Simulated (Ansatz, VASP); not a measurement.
# MgF2: VASP beside Ansatz

INCAR

```
SYSTEM = MgF2
  PREC = Accurate
  ENCUT = 520
  EDIFF = 1E-6
  ISMEAR = 0
  SIGMA = 0.02
  LREAL = .False.
  LASPH = .True.
  NELM = 100
  ALGO = Fast
  ISIF = 2
  LWAVE = .False.
  LCHARG = .True.
  GGA = PE
  LELF = .True.
  LVHAR = .True.
  NBANDS = 25
```

Contents of KPOINTS:

```
regular mesh
0
Gamma
  6 6 8
  0 0 0
```

The input POSCAR:

```
MgF2
1.0
    4.6213000000      0.0000000000      0.0000000000
    0.0000000000      4.6213000000      0.0000000000
    0.0000000000      0.0000000000      3.0159000000
Mg F
2 4
Direct
    0.0000000000      0.0000000000      0.0000000000
    0.5000000000      0.5000000000      0.5000000000
    0.3028000000      0.3028000000      0.0000000000
    0.1972000000      0.8028000000      0.5000000000
    0.6972000000      0.6972000000      0.0000000000
    0.8028000000      0.1972000000      0.5000000000
```

Input for Ansatz:

```yaml
crystal:
  lattice:
    - [4.6213, 0.0, 0.0]
    - [0.0, 4.6213, 0.0]
    - [0.0, 0.0, 3.0159]
  atoms:
    - { symbol: Mg, position: [0.0, 0.0, 0.0] }
    - { symbol: Mg, position: [0.5, 0.5, 0.5] }
    - { symbol: F, position: [0.3028, 0.3028, 0.0] }
    - { symbol: F, position: [0.1972, 0.8028, 0.5] }
    - { symbol: F, position: [0.6972, 0.6972, 0.0] }
    - { symbol: F, position: [0.8028, 0.1972, 0.5] }
basis:
  ecutwfc: 420
kpoints:
  mp_grid: { grid: [6, 6, 8] }
hamiltonian:
  xc: pbe
scf:
  occupations: { method: gaussian, width: 0.02 }
output:
  forces: true
  stress: true
  eigenvalues: true
  populations: true
```

Alike in both runs: task single point; functional PBE; k mesh 6 × 6 × 8; occupations gaussian, width 0.02 eV; no spin polarisation.

```csv
,VASP,Ansatz
version,VASP 6.6.1,Ansatz 0.2.0
potentials or method,"VASP PAW PBE potentials, release 64 (Mg, F)","scalar-relativistic, plane waves, PAW"
plane-wave cutoff (eV),520,420
valence electrons in the cell,32,48
```

```csv
,VASP,Ansatz,Ansatz less VASP
gap on the k mesh at the Fermi level (eV),7.21,7.24,+0.039
least direct gap on the mesh (eV),7.21,7.24,+0.039
pressure (GPa),5.4,6.2,+0.81
largest component of the traceless stress (GPa),1.30,1.33,+0.030
rms of the force components (eV/Å),0.025,0.025,+0.0005
```

Atom by atom the forces differ by 0.000 eV/Å (rms over components). The two sets of potentials don't hold the same shells in valence.

A k mesh can miss the band edges.
